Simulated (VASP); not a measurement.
A run of VASP 6.6.1 is set up as follows.

Contents of INCAR:

```
SYSTEM = Te2Mo
  PREC = Accurate
  ENCUT = 520
  EDIFF = 1E-8
  ISMEAR = 0
  SIGMA = 0.02
  LREAL = .FALSE.
  LASPH = .TRUE.
  NELM = 100
  ALGO = Normal
  ISIF = 2
  LWAVE = .FALSE.
  LCHARG = .FALSE.
  GGA = PS
  LEFG = .TRUE.
```

KPOINTS

```
Automatic mesh
0
G
  3 6 2
  0 0 0
```

Contents of POSCAR:

```
Te2Mo
1.0
    6.3300000000      0.0000000000      0.0000000000
    0.0000000000      3.4690000000      0.0000000000
   -0.9467947088      0.0000000000     13.8276237937
Te Mo
8 4
Direct
    0.9437000000      0.7500000000      0.6045000000
    0.0563000000      0.2500000000      0.3955000000
    0.9030000000      0.2500000000      0.8514000000
    0.0970000000      0.7500000000      0.1486000000
    0.4112000000      0.7500000000      0.8955000000
    0.5888000000      0.2500000000      0.1045000000
    0.4432000000      0.2500000000      0.6484000000
    0.5568000000      0.7500000000      0.3516000000
    0.8167000000      0.7500000000      0.9926000000
    0.1833000000      0.2500000000      0.0074000000
    0.6819000000      0.2500000000      0.4934000000
    0.3181000000      0.7500000000      0.5066000000
```

Potentials or basis: VASP PAW PBE potentials, release 64 (Te, Mo_sv).

The run is started by

```bash
$ cat potpaw_PBE.64/Te/POTCAR potpaw_PBE.64/Mo_sv/POTCAR > POTCAR
$ mpirun -np 1 vasp_std > vasp.out
```

**Question.** Predict the band gap on the k mesh.

**Answer.** None (metal or under the smearing width).

**Question.** Predict the largest force.

**Answer.** 0.311 eV/Å.

Forces in eV/Å, atoms in the order of the input:
```
Te   0.046  0.000 -0.085
Te  -0.046  0.000  0.085
Te  -0.020  0.000  0.119
Te   0.020  0.000 -0.119
Te   0.001  0.000  0.169
Te  -0.001  0.000 -0.169
Te  -0.013  0.000 -0.161
Te   0.013  0.000  0.161
Mo   0.209  0.000  0.063
Mo  -0.209  0.000 -0.063
Mo  -0.310  0.000 -0.024
Mo   0.310  0.000  0.024
```

Caveat: the PAW data sets were made with another functional, which shifts forces and pressure a little. The run has no spin-orbit coupling, so splittings on Te are missing.
